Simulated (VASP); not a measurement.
# Ti3Al (scan) (P6_3/mmc) in VASP: single point with r2SCAN

Aim: the single point of Ti3Al (scan) with r2SCAN.

Program: VASP 6.6.1. These are calculated values, not measurements. Logs are shortened: lines on timing, memory, paths and dates and some standing lists are left out, and cuts for length are marked.

### 1 Starting point

The structure is hexagonal, space group P6_3/mmc (No. 194). The conventional cell has a = 5.768 Å, b = 5.768 Å, c = 4.642 Å, α = 90.00°, β = 90.00°, γ = 120.00°. Around Ti (site symmetry mm2) lie 4 Al at 2.85 to 2.88 Å and 8 Ti at 2.86 to 2.89 Å. Al (site symmetry -6m2) has 12 Ti at 2.85 to 2.88 Å as nearest neighbours.

### 2 Single point, r2SCAN

POSCAR

```
Ti3Al
1.0
    5.7680300000      0.0000000000      0.0000000000
   -2.8840150000      4.9952605100      0.0000000000
    0.0000000000      0.0000000000      4.6424100000
Ti Al
6 2
Direct
    0.8330000000      0.6660000000      0.2500000000
    0.1670000000      0.8330000000      0.7500000000
    0.3340000000      0.1670000000      0.2500000000
    0.1670000000      0.3340000000      0.7500000000
    0.8330000000      0.1670000000      0.2500000000
    0.6660000000      0.8330000000      0.7500000000
    0.3333333300      0.6666666700      0.2500000000
    0.6666666700      0.3333333300      0.7500000000
```

INCAR.step1

```
SYSTEM = Ti3Al
ALGO = Normal
EDIFF = 1E-4
ENCUT = 520
GGA = PE
ISMEAR = 0
LASPH = .True.
LCHARG = .False.
LREAL = .False.
LWAVE = .True.
NBANDS = 49
NELM = 100
PREC = Accurate
SIGMA = 0.1
```

INCAR.step2

```
SYSTEM = Ti3Al
ALGO = Normal
EDIFF = 1E-6
ENCUT = 520
ISIF = 2
ISMEAR = 0
ISTART = 1
LASPH = .True.
LCHARG = .True.
LELF = .True.
LMIXTAU = .True.
LREAL = .False.
LVHAR = .True.
LWAVE = .False.
METAGGA = R2SCAN
NBANDS = 49
NELM = 100
PREC = Accurate
SIGMA = 0.1
```

KPOINTS

```
k-points
0
Gamma
  6 6 4
  0 0 0
```

Potentials or basis: VASP PAW PBE potentials, release 64 (Ti_sv, Al).

On the command line:

```bash
> cat potpaw_PBE.64/Ti_sv/POTCAR potpaw_PBE.64/Al/POTCAR > POTCAR
> cp INCAR.step1 INCAR
> mpirun -np 1 vasp_std > vasp.out
> cp INCAR.step2 INCAR
> mpirun -np 1 vasp_std > vasp.out
```

OUTCAR:

```text
SYSTEM = Ti3Al
   EDIFF = 1E-6
   ENCUT = 520
   ISIF = 2
   ISMEAR = 0
   ISTART = 1
   LASPH = .True.
   LREAL = .False.
   METAGGA = R2SCAN
   NELM = 100
   PREC = Accurate

 ion  position               nearest neighbor table
   1  0.833  0.666  0.250-   8 2.85   8 2.85   2 2.86   2 2.86   6 2.86   6 2.86   5 2.88   3 2.88
                             7 2.88   7 2.88   5 2.89   3 2.89
   2  0.167  0.833  0.750-   7 2.85   7 2.85   1 2.86   1 2.86   3 2.86   3 2.86   6 2.88   4 2.88
                             8 2.88   8 2.88   6 2.89   4 2.89
   3  0.334  0.167  0.250-   8 2.85   8 2.85   4 2.86   4 2.86   2 2.86   2 2.86   5 2.88   1 2.88
                             7 2.88   7 2.88   5 2.89   1 2.89
   4  0.167  0.334  0.750-   7 2.85   7 2.85   3 2.86   3 2.86   5 2.86   5 2.86   2 2.88   6 2.88
                             8 2.88   8 2.88   2 2.89   6 2.89
   5  0.833  0.167  0.250-   8 2.85   8 2.85   4 2.86   4 2.86   6 2.86   6 2.86   3 2.88   1 2.88
                             7 2.88   7 2.88   3 2.89   1 2.89
   6  0.666  0.833  0.750-   7 2.85   7 2.85   1 2.86   1 2.86   5 2.86   5 2.86   2 2.88   4 2.88
                             8 2.88   8 2.88   2 2.89   4 2.89
   7  0.333  0.667  0.250-   2 2.85   2 2.85   6 2.85   6 2.85   4 2.85   4 2.85   1 2.88   3 2.88
                             5 2.88   5 2.88   1 2.88   3 2.88
   8  0.667  0.333  0.750-   5 2.85   5 2.85   3 2.85   3 2.85   1 2.85   1 2.85   4 2.88   6 2.88
                             2 2.88   2 2.88   4 2.88   6 2.88

  LATTYP: Found a hexagonal cell.
 ALAT       =     5.7680300000
 C/A-ratio  =     0.8048519165

  Lattice vectors:

 A1 = (   5.7680300000,   0.0000000000,   0.0000000000)
 A2 = (  -2.8840150000,   4.9952605100,   0.0000000000)
 A3 = (   0.0000000000,   0.0000000000,   4.6424100000)

Analysis of symmetry for initial positions (statically):
=====================================================================
 Subroutine PRICEL returns:
 Original cell was already a primitive cell.

 Routine SETGRP: Setting up the symmetry group for a
 hexagonal supercell.

 Subroutine GETGRP returns: Found 24 space group operations
 (whereof 12 operations were pure point group operations)
 out of a pool of 24 trial point group operations.

The static configuration has the point symmetry D_3d.
 The point group associated with its full space group is D_6h.

Analysis of symmetry for dynamics (positions and initial velocities):
=====================================================================
 Subroutine PRICEL returns:
 Original cell was already a primitive cell.

 Routine SETGRP: Setting up the symmetry group for a
 hexagonal supercell.

 Subroutine GETGRP returns: Found 24 space group operations
 (whereof 12 operations were pure point group operations)
 out of a pool of 24 trial point group operations.

The dynamic configuration has the point symmetry D_3d.
 The point group associated with its full space group is D_6h.

 Subroutine INISYM returns: Found 24 space group operations
 (whereof 12 operations are pure point group operations),
 and found     1 'primitive' translations

----------------------------------------------------------------------------------------

                                     Primitive cell

  volume of cell :     133.7609

  direct lattice vectors                    reciprocal lattice vectors
     5.768030000  0.000000000  0.000000000     0.173369417  0.100094880  0.000000000
    -2.884015000  4.995260510  0.000000000     0.000000000  0.200189759  0.000000000
     0.000000000  0.000000000  4.642410000     0.000000000  0.000000000  0.215405361

  length of vectors
     5.768030000  5.768030000  4.642410000     0.200189759  0.200189759  0.215405361

  position of ions in fractional coordinates (direct lattice)
     0.833000000  0.666000000  0.250000000
     0.167000000  0.833000000  0.750000000
     0.334000000  0.167000000  0.250000000
     0.167000000  0.334000000  0.750000000
     0.833000000  0.167000000  0.250000000
     0.666000000  0.833000000  0.750000000
     0.333333330  0.666666670  0.250000000
     0.666666670  0.333333330  0.750000000

  ion indices of the primitive-cell ions
   primitive index   ion index
                 1           1
                 2           2
                 3           3
                 4           4
                 5           5
                 6           6
                 7           7
                 8           8

----------------------------------------------------------------------------------------

 KPOINTS: k-points

Automatic generation of k-mesh.
 Grid dimensions read from file:
 generate k-points for:    6    6    4

 Generating k-lattice:

  Cartesian coordinates                     Fractional coordinates (reciprocal lattice)
     0.028894903  0.016682480  0.000000000     0.166666667  0.000000000  0.000000000
     0.000000000  0.033364960  0.000000000     0.000000000  0.166666667  0.000000000
     0.000000000  0.000000000  0.053851340     0.000000000  0.000000000  0.250000000

  Length of vectors
     0.033364960  0.033364960  0.053851340

  Shift w.r.t. Gamma in fractional coordinates (k-lattice)
     0.000000000  0.000000000  0.000000000

 Subroutine IBZKPT returns following result:
 ===========================================

 Found     21 irreducible k-points:

 Following reciprocal coordinates:
            Coordinates               Weight
  0.000000  0.000000  0.000000      1.000000
  0.166667 -0.000000  0.000000      6.000000
  0.333333 -0.000000  0.000000      6.000000
  0.500000 -0.000000  0.000000      3.000000
  0.166667  0.166667  0.000000      6.000000
  0.333333  0.166667  0.000000     12.000000
[... 13 lines left out ...]
  0.333333  0.166667  0.500000     12.000000
  0.333333  0.333333  0.500000      2.000000
   k-points           NKPTS =     21   k-points in BZ     NKDIM =     21   number of bands    NBANDS=     49
   number of dos      NEDOS =    301   number of ions     NIONS =      8
   total plane-waves  NPLWV =  82944
   dimension x,y,z NGX =    48 NGY =   48 NGZ =   36
   dimension x,y,z NGXF=    96 NGYF=   96 NGZF=   72
   ions per type =               6   2
   NGX,Y,Z   is equivalent  to a cutoff of  13.83, 13.83, 12.89 a.u.
   NGXF,Y,Z  is equivalent  to a cutoff of  27.67, 27.67, 25.78 a.u.
 SYSTEM =  Ti3Al
   PREC   = accura    normal or accurate (medium, high low for compatibility)
   ISTART =      1    job   : 0-new  1-cont  2-samecut
   ICHARG =      0    charge: 1-file 2-atom 10-const
   ISPIN  =      1    spin polarized calculation?
   LNONCOLLINEAR =      F non collinear calculations
   LSORBIT =      F    spin-orbit coupling
   LASPH  =      T    aspherical Exc in radial PAW
   ENCUT  =  520.0 eV  38.22 Ry    6.18 a.u.  10.72 10.72  8.63*2*pi/ulx,y,z
   NELM   =    100;   NELMIN=  2; NELMDL=  0     # of ELM steps
   EDIFF  = 0.1E-05   stopping-criterion for ELM
   LREAL  =      F    real-space projection
   EDIFFG = 0.1E-04   stopping-criterion for IOM
   NSW    =      0    number of steps for IOM
   IBRION =     -1    ionic relax: 0-MD 1-quasi-New 2-CG
   NFREE  =      0    steps in history (QN), initial steepest desc. (CG)
   ISIF   =      2    stress and relaxation
   ISYM   =      2    0-nonsym 1-usesym 2-fastsym
   POTIM  = 0.5000    time-step for ionic-motion
   TEBEG  =    0.0;   TEEND  =   0.0 temperature during run
   PSTRESS=    0.0 pullay stress
   NELECT =      78.0000    total number of electrons
   NUPDOWN=      -1.0000    fix difference up-down
   EMIN   =  10.00;   EMAX   =-10.00  energy-range for DOS
   EFERMI =   0.00;   METHOD = LEGACY
   ISMEAR =     0;   SIGMA  =   0.10  broadening in eV -4-tet -1-fermi 0-gaus
   EFERMI_NEDOS =   21; number of points for ismear=-14 and -15
   IALGO  =     38    algorithm
   IMIX   =      4    mixing-type and parameters
     AMIX     =   0.40;   BMIX     =  1.00
     AMIX_MAG =   1.60;   BMIX_MAG =  1.00
  volume/ion in A,a.u.               =      16.72       112.83
  Fermi-wavevector in a.u.,A,eV,Ry     =   1.367718  2.584613 25.451783  1.870653
  Thomas-Fermi vector in A             =   2.493746
   LORBIT       =      0    0 simple, 1 ext, 2 COOP (PROOUT), +10 PAW based schemes
   METAGGA = R2SCAN    functional components
   LHFCALC =     F    Hartree Fock is set to
   AEXX    =    0.0000 exact exchange contribution
   IVDW    =     0    specifies the selected vdW correction
   LEPSILON=     F    determine dielectric tensor
   LRPA    =     F    only Hartree local field effects (RPA)
 non-spin polarized calculation
 Gauss-broadening in eV      SIGMA  =   0.10
  energy-cutoff  :      520.00
  volume of cell :      133.76
 maximum number of plane-waves:      3641
 NGX is ok and might be reduce to    48
   NGX = 21   NGY = 21   NGZ = 17

 number of electron      78.0000006 magnetization

 Free energy of the ion-electron system (eV)
  ---------------------------------------------------
  ext. energy  EPLUGINS =         0.00000000
  ---------------------------------------------------
  free energy    TOTEN  =       -93.60474202 eV

  energy without entropy =      -93.57172257  energy(sigma->0) =      -93.58823230

 E-fermi :   8.1854     XC(G=0): -12.1503

 val. band max:        8.1836689614   @ k =   0.1667   0.1667   0.5000
 cond. band min:       8.1860301248   @ k =   0.1667  -0.0000   0.5000
 fundamental gap:      0.0023611634
 Fermi energy:         8.1854053593

 k-point     1 :       0.0000    0.0000    0.0000
  band No.  band energies     occupation
      1     -50.7616      2.00000
      2     -50.6643      2.00000
      3     -50.6643      2.00000
      4     -50.6568      2.00000
      5     -50.6139      2.00000
      6     -50.6139      2.00000
[... 41 lines left out ...]
     48      10.5440      0.00000
     49      10.6259      0.00000
[... 1038 lines left out ...]
     48      10.0109      0.00000
     49      10.2207      0.00000

------------------------ aborting loop because EDIFF is reached ----------------------------------------

  FORCE on cell =-STRESS in cart. coord.  units (eV):
  Direction    XX          YY          ZZ          XY          YZ          ZX
  --------------------------------------------------------------------------------------
  -------------------------------------------------------------------------------------
  Total       -0.5531105     -0.5531105     -0.6425633      0.0000000     -0.0000000     -0.0000000
  in kB       -6.6251133     -6.6251133     -7.6965721      0.0000000     -0.0000000     -0.0000000
  external PRESSURE =      -6.9822662 kB  Pullay stress =       0.0000000 kB

 VOLUME and BASIS-vectors are now :
 -----------------------------------------------------------------------------
  energy-cutoff  :      520.00
  volume of cell :      133.76
      direct lattice vectors                 reciprocal lattice vectors
     5.768030000  0.000000000  0.000000000     0.173369417  0.100094880  0.000000000
    -2.884015000  4.995260510  0.000000000     0.000000000  0.200189759  0.000000000
     0.000000000  0.000000000  4.642410000     0.000000000  0.000000000  0.215405361

 POSITION                                       TOTAL-FORCE (eV/Angst)
 -----------------------------------------------------------------------------------
      2.88402      3.32684      1.16060        -0.000000     -0.381325     -0.000000
     -1.43912      4.16105      3.48181         0.330237     -0.190663     -0.000000
      1.44489      0.83421      1.16060         0.330237      0.190663      0.000000
      0.00000      1.66842      3.48181        -0.000000      0.381325      0.000000
      4.32314      0.83421      1.16060        -0.330237      0.190663     -0.000000
      1.43912      4.16105      3.48181        -0.330237     -0.190663      0.000000
     -0.00000      3.33017      1.16060        -0.000000      0.000000      0.000000
      2.88402      1.66509      3.48181        -0.000000     -0.000000      0.000000
 -----------------------------------------------------------------------------------
    total drift:                               -0.000050      0.000029     -0.000000

  FREE ENERGIE OF THE ION-ELECTRON SYSTEM (eV)
  ---------------------------------------------------
  free  energy   TOTEN  =       -93.6047420190 eV

  energy  without entropy=      -93.5717225718  energy(sigma->0) =      -93.58823230
```

Run time: 7 min. Hardware: 1 thread of AMD EPYC 9R45 (Zen 5), shared host; peak memory 0.33 GiB.

What came out:

| Quantity | Value |
| --- | --- |
| Free energy | -93.6047 eV |
| Pressure | -0.7 GPa |
| Largest force | 0.381 eV/Å |
| Band gap on the k mesh | none (metal or under the smearing width) |

Forces on the atoms (eV/Å):
```
Ti   0.000 -0.381  0.000
Ti   0.330 -0.191  0.000
Ti   0.330  0.191  0.000
Ti   0.000  0.381  0.000
Ti  -0.330  0.191  0.000
Ti  -0.330 -0.191  0.000
Al   0.000  0.000  0.000
Al   0.000  0.000  0.000
```

Stress tensor (GPa, compression positive):
```
-0.66  0.00  0.00
 0.00 -0.66  0.00
 0.00  0.00 -0.77
```

Caveat: the PAW data sets were made with another functional, which shifts forces and pressure a little.
